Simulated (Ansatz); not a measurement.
# BaHfO3: the band gap up the ladder of functionals

One table from this session's results is given with a row withheld; the runs are named, their logs left out.

Program: Ansatz 0.2.0. PAW datasets, plane waves. No spin polarisation and no zero-point or thermal motion.

**The cell**

The cell was relaxed beforehand with r2SCAN.

It is cubic, Pm-3m (No. 221); a = 4.177 Å in the conventional setting, 14.58 Å³ an atom. Ba has 12 O at 2.95 Å; Hf has 6 O at 2.09 Å; O has 2 Hf at 2.09 Å and 4 Ba at 2.95 Å.

Coordinates:

```cif
data_structure
_symmetry_space_group_name_H-M 'Pm-3m'
_symmetry_Int_Tables_number 221
_cell_length_a 4.1771
_cell_length_b 4.1771
_cell_length_c 4.1771
_cell_angle_alpha 90.000
_cell_angle_beta 90.000
_cell_angle_gamma 90.000
_cell_volume 72.88
loop_
_atom_site_label
_atom_site_type_symbol
_atom_site_symmetry_multiplicity
_atom_site_Wyckoff_symbol
_atom_site_fract_x
_atom_site_fract_y
_atom_site_fract_z
_atom_site_occupancy
Ba1 Ba 1 a 0.00000 0.00000 0.00000 1
Hf1 Hf 1 b 0.50000 0.50000 0.50000 1
O1 O 3 c 0.50000 0.50000 0.00000 1
```

The first run:

Contents of input.yaml:

```yaml
crystal:
  lattice:
    - [4.1770587708, 0.0, 0.0]
    - [0.0, 4.1770587708, 0.0]
    - [0.0, 0.0, 4.1770587708]
  atoms:
    - { symbol: Ba, position: [0.0, 0.0, 0.0] }
    - { symbol: Hf, position: [0.5, 0.5, 0.5] }
    - { symbol: O, position: [0.5, 0.5, 0.0] }
    - { symbol: O, position: [0.5, 0.0, 0.5] }
    - { symbol: O, position: [0.0, 0.5, 0.5] }
kpoints:
  mp_grid: { grid: [6, 6, 6] }
  band_path:
    path:
      - [[0.0, 0.0, 0.0], [-4.418144260127e-51, 0.5, -7.684553693737e-36], [0.5, 0.5, 1.152683054061e-34], [0.0, 0.0, 0.0], [0.5, 0.5, 0.5], [-4.418144260127e-51, 0.5, -7.684553693737e-36]]
      - [[0.5, 0.5, 0.5], [0.5, 0.5, 1.152683054061e-34]]
    npoints: 10
hamiltonian:
  xc: pbe
scf:
  occupations: { method: fermi_dirac, width: 0.02 }
  n_extra_bands: 5
output:
  forces: true
  stress: true
  eigenvalues: true
```

On the command line:

```
$ ansatz run input.yaml --threads 2 --pin off --max-ram 20275MiB --backend cpu --events-out ev --progress --plain --runs-dir out
```

Among the steps run: PBE band path; r2SCAN at the same geometry; HSE06 at the same geometry; PBE+SOC; PBE0 at the same geometry.

One table of the session follows, with a row left open; its other results are not shown here.

```
  level  gap (eV)
    PBE      3.66
 r2SCAN      4.19
  HSE06      5.18
PBE+SOC      3.58
   PBE0         ?
```

Q: Estimate the row for PBE0 from the others.

The run gave: gap (eV): 5.93. In the column «gap (eV)» it is the highest.

Meshes: PBE 6×6×6, r2SCAN 6×6×6, HSE06 4×4×4, PBE+SOC 6×6×6, PBE0 4×4×4

In words: PBE+SOC gives the least gap, 3.58 eV, and PBE0 the largest, 5.93 eV. PBE reaches 71 % of the HSE06 value, and r2SCAN 81 %. PBE0 lies 0.75 eV above HSE06, which differs from it by screening the long-range exchange.

To keep in mind: Warnings in the runs' records: stress scf threshold loose, stress exchange threshold loose.
